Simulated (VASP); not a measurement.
# Si (Fd-3m) in VASP: further runs

The runs below take Si through single point, relaxation of cell and atoms, with PBE.

Everything below comes from runs of VASP 6.6.1. Logs are shortened: lines on timing, memory, paths and dates and some standing lists are left out, and cuts for length are marked.

### Step 1. Starting point

The structure is cubic, space group Fd-3m (No. 227). The conventional cell has a = 5.470 Å, b = 5.470 Å, c = 5.470 Å, α = 90.00°, β = 90.00°, γ = 90.00°. Around Si (site symmetry -43m) lie 4 Si at 2.37 Å.

The cell was built by a generator and needn't be a form met in nature.

### Step 2. Single point, PBE

Contents of INCAR:

```
SYSTEM = Si
PREC = Accurate ; ENCUT = 520
EDIFF = 1E-7 ; ISMEAR = 0
SIGMA = 0.01 ; LREAL = .False.
LASPH = .True. ; NELM = 100
ALGO = Fast ; ISIF = 2
LWAVE = .False. ; LCHARG = .False.
GGA = PE ; NBANDS = 11
```

Contents of KPOINTS:

```
Automatic mesh
0
Gamma
  10 10 10
  0 0 0
```

Contents of POSCAR:

```
Si
1.0
    0.0000000000      2.7351084681      2.7351084681
    2.7351084681      0.0000000000      2.7351084681
    2.7351084681      2.7351084681      0.0000000000
Si
2
Direct
    0.0000000000      0.0000000000      0.0000000000
    0.2500000000      0.2500000000      0.2500000000
```

Potentials or basis: VASP PAW PBE potentials, release 64 (Si).

The run is started by

```bash
cat potpaw_PBE.64/Si/POTCAR > POTCAR
mpirun -np 1 vasp_std > vasp.out
```

OUTCAR:

```text
SYSTEM = Si
   PREC = Accurate
   ENCUT = 520
   EDIFF = 1E-7
   ISMEAR = 0
   LREAL = .False.
   LASPH = .True.
   NELM = 100
   ISIF = 2
   GGA = PE

 ion  position               nearest neighbor table
   1  0.000  0.000  0.000-   2 2.37   2 2.37   2 2.37   2 2.37
   2  0.250  0.250  0.250-   1 2.37   1 2.37   1 2.37   1 2.37

  LATTYP: Found a face centered cubic cell.
 ALAT       =     5.4702169362

  Lattice vectors:

 A1 = (   0.0000000000,   2.7351084681,   2.7351084681)
 A2 = (   2.7351084681,   0.0000000000,   2.7351084681)
 A3 = (   2.7351084681,   2.7351084681,   0.0000000000)

Analysis of symmetry for initial positions (statically):
=====================================================================
 Subroutine PRICEL returns:
 Original cell was already a primitive cell.

 Routine SETGRP: Setting up the symmetry group for a
 face centered cubic supercell.

 Subroutine GETGRP returns: Found 48 space group operations
 (whereof 24 operations were pure point group operations)
 out of a pool of 48 trial point group operations.

The static configuration has the point symmetry T_d .
 The point group associated with its full space group is O_h .

Analysis of symmetry for dynamics (positions and initial velocities):
=====================================================================
 Subroutine PRICEL returns:
 Original cell was already a primitive cell.

 Routine SETGRP: Setting up the symmetry group for a
 face centered cubic supercell.

 Subroutine GETGRP returns: Found 48 space group operations
 (whereof 24 operations were pure point group operations)
 out of a pool of 48 trial point group operations.

The dynamic configuration has the point symmetry T_d .
 The point group associated with its full space group is O_h .

 Subroutine INISYM returns: Found 48 space group operations
 (whereof 24 operations are pure point group operations),
 and found     1 'primitive' translations

----------------------------------------------------------------------------------------

                                     Primitive cell

  volume of cell :      40.9217

  direct lattice vectors                    reciprocal lattice vectors
     0.000000000  2.735108468  2.735108468    -0.182808106  0.182808106  0.182808106
     2.735108468  0.000000000  2.735108468     0.182808106 -0.182808106  0.182808106
     2.735108468  2.735108468  0.000000000     0.182808106  0.182808106 -0.182808106

  length of vectors
     3.868027490  3.868027490  3.868027490     0.316632928  0.316632928  0.316632928

  position of ions in fractional coordinates (direct lattice)
     0.000000000  0.000000000  0.000000000
     0.250000000  0.250000000  0.250000000

  ion indices of the primitive-cell ions
   primitive index   ion index
                 1           1
                 2           2

----------------------------------------------------------------------------------------

 KPOINTS: Automatic mesh

Automatic generation of k-mesh.
 Grid dimensions read from file:
 generate k-points for:   10   10   10

 Generating k-lattice:

  Cartesian coordinates                     Fractional coordinates (reciprocal lattice)
    -0.018280811  0.018280811  0.018280811     0.100000000  0.000000000  0.000000000
     0.018280811 -0.018280811  0.018280811     0.000000000  0.100000000  0.000000000
     0.018280811  0.018280811 -0.018280811     0.000000000  0.000000000  0.100000000

  Length of vectors
     0.031663293  0.031663293  0.031663293

  Shift w.r.t. Gamma in fractional coordinates (k-lattice)
     0.000000000  0.000000000  0.000000000

 Subroutine IBZKPT returns following result:
 ===========================================

 Found     47 irreducible k-points:

 Following reciprocal coordinates:
            Coordinates               Weight
  0.000000  0.000000  0.000000      1.000000
  0.100000  0.000000  0.000000      8.000000
  0.200000  0.000000  0.000000      8.000000
  0.300000  0.000000  0.000000      8.000000
  0.400000  0.000000  0.000000      8.000000
  0.500000  0.000000  0.000000      4.000000
[... 16 lines left out ...]
  0.300000  0.300000  0.000000      6.000000
  0.400000  0.300000  0.000000     24.000000
 [... further k-points ...]
   k-points           NKPTS =     47   k-points in BZ     NKDIM =     47   number of bands    NBANDS=     11
   number of dos      NEDOS =    301   number of ions     NIONS =      2
   total plane-waves  NPLWV =  27000
   dimension x,y,z NGX =    30 NGY =   30 NGZ =   30
   dimension x,y,z NGXF=    60 NGYF=   60 NGZF=   60
   ions per type =               2
   NGX,Y,Z   is equivalent  to a cutoff of  12.89, 12.89, 12.89 a.u.
   NGXF,Y,Z  is equivalent  to a cutoff of  25.79, 25.79, 25.79 a.u.
 SYSTEM =  Si
   PREC   = accura    normal or accurate (medium, high low for compatibility)
   ISTART =      0    job   : 0-new  1-cont  2-samecut
   ICHARG =      2    charge: 1-file 2-atom 10-const
   ISPIN  =      1    spin polarized calculation?
   LNONCOLLINEAR =      F non collinear calculations
   LSORBIT =      F    spin-orbit coupling
   LASPH  =      T    aspherical Exc in radial PAW
   ENCUT  =  520.0 eV  38.22 Ry    6.18 a.u.   7.19  7.19  7.19*2*pi/ulx,y,z
   NELM   =    100;   NELMIN=  2; NELMDL= -5     # of ELM steps
   EDIFF  = 0.1E-06   stopping-criterion for ELM
   LREAL  =      F    real-space projection
[... 7 lines left out ...]
   TEBEG  =    0.0;   TEEND  =   0.0 temperature during run
   PSTRESS=    0.0 pullay stress
   NELECT =       8.0000    total number of electrons
   NUPDOWN=      -1.0000    fix difference up-down
   EMIN   =  10.00;   EMAX   =-10.00  energy-range for DOS
   EFERMI =   0.00;   METHOD = LEGACY
   ISMEAR =     0;   SIGMA  =   0.01  broadening in eV -4-tet -1-fermi 0-gaus
   EFERMI_NEDOS =   21; number of points for ismear=-14 and -15
   IALGO  =     68    algorithm
   IMIX   =      4    mixing-type and parameters
     AMIX     =   0.40;   BMIX     =  1.00
     AMIX_MAG =   1.60;   BMIX_MAG =  1.00
  volume/ion in A,a.u.               =      20.46       138.08
  Fermi-wavevector in a.u.,A,eV,Ry     =   0.950139  1.795502 12.282840  0.902763
  Thomas-Fermi vector in A             =   2.078487
   LORBIT       =      0    0 simple, 1 ext, 2 COOP (PROOUT), +10 PAW based schemes
   GGA     = PE    functional components
   LHFCALC =     F    Hartree Fock is set to
   AEXX    =    0.0000 exact exchange contribution
   IVDW    =     0    specifies the selected vdW correction
   LEPSILON=     F    determine dielectric tensor
   LRPA    =     F    only Hartree local field effects (RPA)
 non-spin polarized calculation
 RMM-DIIS sequential band-by-band and
 Gauss-broadening in eV      SIGMA  =   0.01
  energy-cutoff  :      520.00
  volume of cell :       40.92
 maximum number of plane-waves:      1114
 NGX is ok and might be reduce to    30
   NGX = 15   NGY = 15   NGZ = 15

 number of electron       8.0000001 magnetization

 Free energy of the ion-electron system (eV)
  ---------------------------------------------------
  ext. energy  EPLUGINS =         0.00000000
  ---------------------------------------------------
  free energy    TOTEN  =       -10.84919875 eV

  energy without entropy =      -10.84919875  energy(sigma->0) =      -10.84919875

 E-fermi :   5.7069     XC(G=0):  -9.3244

 val. band max:        5.6073766357   @ k =   0.0000   0.0000   0.0000
 cond. band min:       6.2269625790   @ k =   0.4000   0.4000   0.0000
 fundamental gap:      0.6195859432
 Fermi energy:         5.7069419126

 k-point     1 :       0.0000    0.0000    0.0000
  band No.  band energies     occupation
      1      -6.2016      2.00000
      2       5.6074      2.00000
      3       5.6074      2.00000
      4       5.6074      2.00000
      5       8.1642      0.00000
      6       8.1642      0.00000
      7       8.1642      0.00000
      8       8.7319      0.00000
      9      13.3164      0.00000
     10      13.3164      0.00000
     11      13.4821      0.00000

 k-point     2 :       0.1000    0.0000    0.0000
  band No.  band energies     occupation
      1      -6.0731      2.00000
      2       4.4654      2.00000
      3       5.4138      2.00000
      4       5.4138      2.00000
      5       8.1281      0.00000
      6       8.4497      0.00000
      7       8.4497      0.00000
      8       9.7041      0.00000
      9      12.9670      0.00000
     10      12.9670      0.00000
     11      14.0114      0.00000

 k-point     3 :       0.2000    0.0000    0.0000
  band No.  band energies     occupation
      1      -5.6940      2.00000
      2       2.6265      2.00000
      3       5.0403      2.00000
      4       5.0403      2.00000
      5       7.7573      0.00000
      6       8.9513      0.00000
      7       8.9513      0.00000
      8      11.4791      0.00000
      9      12.6564      0.00000
     10      12.6564      0.00000
     11      14.6808      0.00000

 k-point     4 :       0.3000    0.0000    0.0000
  band No.  band energies     occupation
      1      -5.0911      2.00000
      2       0.8696      2.00000
      3       4.7104      2.00000
      4       4.7104      2.00000
      5       7.3936      0.00000
      6       9.1323      0.00000
      7       9.1323      0.00000
      8      13.1024      0.00000
      9      13.1812      0.00000
     10      13.1812      0.00000
     11      14.4271      0.00000

 k-point     5 :       0.4000    0.0000    0.0000
  band No.  band energies     occupation
      1      -4.3621      2.00000
      2      -0.5775      2.00000
      3       4.5007      2.00000
      4       4.5007      2.00000
      5       7.1537      0.00000
      6       9.0285      0.00000
      7       9.0285      0.00000
      8      13.4115      0.00000
      9      14.5423      0.00000
     10      14.5423      0.00000
     11      15.5132      0.00000
[... 211 lines left out ...]
 k-point    21 :      -0.3000    0.2000    0.0000
  band No.  band energies     occupation
      1      -4.1769      2.00000
      2      -0.0504      2.00000
      3       2.2262      2.00000
      4       4.3172      2.00000
      5       8.0474      0.00000
      6      10.1110      0.00000
      7      10.1672      0.00000
      8      12.2212      0.00000
      9      12.4199      0.00000
     10      15.0558      0.00000
     11      17.4253      0.00000

 k-point    22 :      -0.2000    0.2000    0.0000
  band No.  band energies     occupation
      1      -4.8791      2.00000
      2       1.1619      2.00000
      3       2.6768      2.00000
      4       4.7769      2.00000
      5       8.4567      0.00000
      6       9.5721      0.00000
      7       9.8754      0.00000
      8      11.2611      0.00000
      9      11.7399      0.00000
     10      16.2055      0.00000
     11      16.2248      0.00000

 k-point    23 :       0.3000    0.3000    0.0000
  band No.  band energies     occupation
      1      -4.6813      2.00000
      2       1.2036      2.00000
      3       3.4271      2.00000
      4       3.4271      2.00000
      5       6.4982      0.00000
      6       8.0448      0.00000
      7      12.1756      0.00000
      8      12.1756      0.00000
      9      14.5064      0.00000
     10      15.0296      0.00000
     11      17.9198      0.00000

 k-point    24 :       0.4000    0.3000    0.0000
  band No.  band energies     occupation
      1      -4.0806      2.00000
      2       0.2157      2.00000
      3       2.8164      2.00000
      4       3.2256      2.00000
      5       6.6856      0.00000
      6       7.8742      0.00000
      7      12.4588      0.00000
      8      12.6003      0.00000
      9      16.0144      0.00000
     10      16.1396      0.00000
     11      17.6232      0.00000

 [... further k-points ...]
[... 5 lines left out ...]
  --------------------------------------------------------------------------------------
  -------------------------------------------------------------------------------------
  Total       -0.0164871     -0.0164871     -0.0164871     -0.0000000     -0.0000000     -0.0000000
  in kB       -0.6455069     -0.6455069     -0.6455069     -0.0000000     -0.0000000     -0.0000000
  external PRESSURE =      -0.6455069 kB  Pullay stress =       0.0000000 kB

 VOLUME and BASIS-vectors are now :
 -----------------------------------------------------------------------------
  energy-cutoff  :      520.00
  volume of cell :       40.92
      direct lattice vectors                 reciprocal lattice vectors
     0.000000000  2.735108468  2.735108468    -0.182808106  0.182808106  0.182808106
     2.735108468  0.000000000  2.735108468     0.182808106 -0.182808106  0.182808106
     2.735108468  2.735108468  0.000000000     0.182808106  0.182808106 -0.182808106

 POSITION                                       TOTAL-FORCE (eV/Angst)
 -----------------------------------------------------------------------------------
      0.00000      0.00000      0.00000         0.000000     -0.000000     -0.000000
      1.36755      1.36755      1.36755        -0.000000      0.000000      0.000000
 -----------------------------------------------------------------------------------
    total drift:                               -0.000000     -0.000000     -0.000000

  FREE ENERGIE OF THE ION-ELECTRON SYSTEM (eV)
  ---------------------------------------------------
  free  energy   TOTEN  =       -10.8491987534 eV

  energy  without entropy=      -10.8491987534  energy(sigma->0) =      -10.84919875
```

It took 33 s on 1 thread of AMD EPYC 7R43 (Zen 3), shared host; peak memory 0.12 GiB.

What came out:

```
Free energy            : -10.8492 eV
Pressure               : -0.1 GPa
Band gap on the k mesh : 0.62 eV, indirect (least direct gap 2.56 eV)
```

(Continued in part 2 of 2.)
